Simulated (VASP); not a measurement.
**VASP 6.6.1 run: ZnSe**

INCAR

```
GGA = PE
SIGMA = 0.02
IBRION = -1
ISMEAR = -1
LWAVE = .FALSE.
NELM = 120
NBANDS = 33
PREC = Accurate
LASPH = .TRUE.
LCHARG = .FALSE.
ENCUT = 520
LREAL = .FALSE.
EDIFF = 1E-7
ISIF = 2
NSW = 0
```

KPOINTS

```
KPOINTS created by Atomic Simulation Environment
0
Gamma
8 8 8
0 0 0
```

POSCAR

```
Zn Se
 1.0000000000000000
     0.0000000000000000    2.8040964774999999    2.8658848607000000
     2.8040964774999999    0.0000000000000000    2.8658848607000000
     2.8040964774999999    2.8040964774999999    0.0000000000000000
 Zn  Se
   1   1
Cartesian
  0.0000000000000000  0.0000000000000000  0.0000000000000000
  1.4020482387500000  1.4020482387500000  1.4329424303500000
```

The recommended PBE PAW datasets give the neutral cell 18 valence electrons.

Command

```
mpirun -np 1 vasp_std
```

OSZICAR

```
N       E                     dE             d eps       ncg     rms          rms(c)
DAV:   1     0.123006745394E+03    0.12301E+03   -0.70441E+03  4149   0.623E+02
DAV:   2     0.668783604315E+01   -0.11632E+03   -0.10005E+03  3974   0.182E+02
DAV:   3    -0.610175123904E+01   -0.12790E+02   -0.12483E+02  4715   0.511E+01
DAV:   4    -0.629913613071E+01   -0.19738E+00   -0.19716E+00  4500   0.649E+00
DAV:   5    -0.629952731837E+01   -0.39119E-03   -0.39118E-03  4639   0.286E-01    0.483E+00
DAV:   6    -0.603508529866E+01    0.26444E+00   -0.17001E-01  5244   0.117E+01    0.366E+00
DAV:   7    -0.601166152955E+01    0.23424E-01   -0.58047E-02  4643   0.149E+00    0.159E+00
DAV:   8    -0.601087756622E+01    0.78396E-03   -0.29865E-03  4922   0.547E-01    0.406E-01
DAV:   9    -0.601105403496E+01   -0.17647E-03   -0.12732E-03  4409   0.143E-01    0.582E-02
DAV:  10    -0.601111567970E+01   -0.61645E-04   -0.66349E-05  4605   0.309E-02    0.357E-02
DAV:  11    -0.601114550482E+01   -0.29825E-04   -0.25535E-05  4309   0.185E-02    0.157E-02
DAV:  12    -0.601114612684E+01   -0.62202E-06   -0.57948E-07  4567   0.298E-03    0.414E-03
DAV:  13    -0.601114626788E+01   -0.14104E-06   -0.45464E-07  4380   0.256E-03    0.548E-04
DAV:  14    -0.601114628604E+01   -0.18165E-07   -0.13694E-08  3293   0.535E-04
   1 F= -.60111463E+01 E0= -.60111463E+01  d E =-.186490E-12
```

From OUTCAR

```
k-points           NKPTS =     59   k-points in BZ     NKDIM =     59   number of bands    NBANDS=     33

   NELECT =      18.0000    total number of electrons

   dimension x,y,z NGX =    30 NGY =   30 NGZ =   30
   dimension x,y,z NGXF=    60 NGYF=   60 NGZF=   60

  energy-cutoff  :      520.00
  volume of cell :       45.07
      direct lattice vectors                 reciprocal lattice vectors
     0.000000000  2.804096477  2.865884861    -0.178310555  0.178310555  0.174466186
     2.804096477  0.000000000  2.865884861     0.178310555 -0.178310555  0.174466186
     2.804096477  2.804096477  0.000000000     0.178310555  0.178310555 -0.174466186

 k-points in reciprocal lattice and weights: KPOINTS created by Atomic Simulation Env
   0.00000000  0.00000000  0.00000000       0.002
   0.12500000 -0.00000000  0.00000000       0.016
   0.25000000 -0.00000000  0.00000000       0.016
   0.37500000 -0.00000000  0.00000000       0.016
   0.50000000 -0.00000000  0.00000000       0.008
   0.12500000  0.12500000  0.00000000       0.004
   0.25000000  0.12500000  0.00000000       0.016
   0.37500000  0.12500000  0.00000000       0.016
   ...

 E-fermi :   2.2007

 k-point     1 :       0.0000    0.0000    0.0000
  band No.  band energies     occupation
      1     -11.6239      2.00000
      2      -4.8907      2.00000
      3      -4.8804      2.00000
      4      -4.8804      2.00000
      5      -4.5076      2.00000
      6      -4.5037      2.00000
      7       1.6413      2.00000
      8       1.7253      2.00000
      9       1.7253      2.00000
     10       3.0257      0.00000
     11       7.4954      0.00000
     12       7.4954      0.00000
     13       7.5035      0.00000
     14      11.6620      0.00000
     15      12.9690      0.00000
     16      13.3773      0.00000
     17      14.4597      0.00000
     18      14.9643      0.00000
     19      14.9643      0.00000
     20      17.6700      0.00000
     21      27.8018      0.00000
     22      27.9710      0.00000
     23      27.9710      0.00000
     24      28.9513      0.00000
     25      28.9513      0.00000
     26      29.4253      0.00000
     27      29.9336      0.00000
     28      30.3966      0.00000
     29      30.3966      0.00000
     30      30.5325      0.00000
     31      30.9380      0.00000
     32      37.6812      0.00000
     33      41.1629      0.00000

 ...

  Total        0.9179964      0.9179964      0.7039879      0.0000000     -0.0000000      0.0000000
  in kB       32.6344958     32.6344958     25.0265599      0.0000000     -0.0000000      0.0000000
  external PRESSURE =      30.0985172 kB  Pullay stress =       0.0000000 kB

 POSITION                                       TOTAL-FORCE (eV/Angst)
 -----------------------------------------------------------------------------------
      0.00000      0.00000      0.00000         0.000000      0.000000     -0.000000
      1.40205      1.40205      1.43294        -0.000000     -0.000000      0.000000
 -----------------------------------------------------------------------------------
    total drift:                                0.000000      0.000000     -0.000002

  FREE ENERGIE OF THE ION-ELECTRON SYSTEM (eV)
  ---------------------------------------------------
  free  energy   TOTEN  =        -6.0111462860 eV

  energy  without entropy=       -6.0111462860  energy(sigma->0) =       -6.01114629
```

It converged. Results: gap between bands v and c on the k mesh 1.30 eV; least direct gap on the k mesh 1.30 eV; pressure 3.0 GPa. Band v is the last that the valence electrons fill when counted band by band, and c is the next.

For comparison, a separate PBE run of the intended cell, on usual settings and not on those above, gives a gap of 1.30 eV on its mesh and a pressure of 3.0 GPa.

The run above took about 1.8 min on one core of a shared host (Intel Xeon Platinum 8488C) and held 0.22 GiB at most.
